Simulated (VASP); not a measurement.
Zr under changes of volume

One of the cells (23.392 Å³/atom); the others are scaled copies at fixed shape and fractional positions:

```
CELL_PARAMETERS angstrom
0.00000 2.26993 2.26993
2.26993 0.00000 2.26993
2.26993 2.26993 0.00000
ATOMIC_POSITIONS crystal
Zr 0.00000 0.00000 0.00000
```

This isn't the form of Zr at room conditions, which is hcp.

* Program: VASP 6.6.1
* Functional: PBE
* Potentials or basis: VASP PAW PBE potentials, release 64 (Zr_sv)
* Cutoff: 520 eV
* k mesh: 10 × 10 × 10
* Occupations: fermi-dirac, width 0.05 eV
* Spin: no spin polarisation

| volume (Å³/atom) | energy over the lowest point (meV/atom) | pressure (GPa) |
| --- | --- | --- |
| 21.557 | ? | ? |
| 22.016 | 19.89 | 5.3 |
| 22.475 | 7.68 | 3.2 |
| 23.392 | 0.00 | -0.6 |
| 23.851 | 3.79 | -2.2 |
| 24.309 | 12.13 | -3.8 |

Task: What does the run at 21.557 Å³/atom give?

Result: Energy over the lowest point 38.31 meV/atom; pressure 7.6 GPa.

Worked out: A Birch-Murnaghan fit of order 3 (a polynomial in V^(-2/3)) to the other rows has its minimum at 23.27 Å³/atom with B0 = V·E''(V) = 89 GPa (rough, since the energies scatter). It gives 38.26 meV/atom at 21.557 Å³/atom, against the run's 38.31, and -dE/dV = 7.5 GPa, against 7.6.

Energies are extrapolated to zero smearing.
